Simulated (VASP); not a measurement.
Input of a VASP 6.6.1 run:

File INCAR:

```
SYSTEM = N
PREC     = Accurate       ! precision mode
ENCUT    = 520            ! plane-wave cutoff, eV
EDIFF    = 1E-6           ! SCF threshold, eV
ISMEAR   = 0              ! smearing method
SIGMA    = 0.1            ! smearing width, eV
LREAL    = .FALSE.        ! projectors in reciprocal space
LASPH    = .TRUE.         ! aspherical terms in the spheres
NELM     = 100            ! most SCF steps
ALGO     = Normal         ! electronic algorithm
ISIF     = 2              ! what is computed and relaxed
LWAVE    = .FALSE.        ! write WAVECAR
LCHARG   = .FALSE.        ! write CHGCAR
GGA      = PE             ! functional
NBANDS   = 12             ! bands
```

KPOINTS

```
Automatic mesh
0
G
  18 18 16
  0 0 0
```

Contents of POSCAR:

```
N
1.0
    2.5822418432      0.0000000000      0.0000000000
   -1.2911209216      2.2362870350      0.0000000000
    0.0000000000      0.0000000000      2.4542895994
N
2
Direct
    0.6666666667      0.3333333333      0.2500000000
    0.3333333333      0.6666666667      0.7500000000
```

Potentials or basis: VASP PAW PBE potentials, release 64 (N).

Launch:

```sh
$ cat potpaw_PBE.64/N/POTCAR > POTCAR
$ mpirun -np 1 vasp_std > vasp.out
```

Predict the pressure.

-0.1 GPa.

What does it give for the band gap on the k mesh?

None (metal or under the smearing width).

Stress tensor (GPa, compression positive):
```
-0.11  0.00  0.00
 0.00 -0.11  0.00
 0.00  0.00  0.06
```
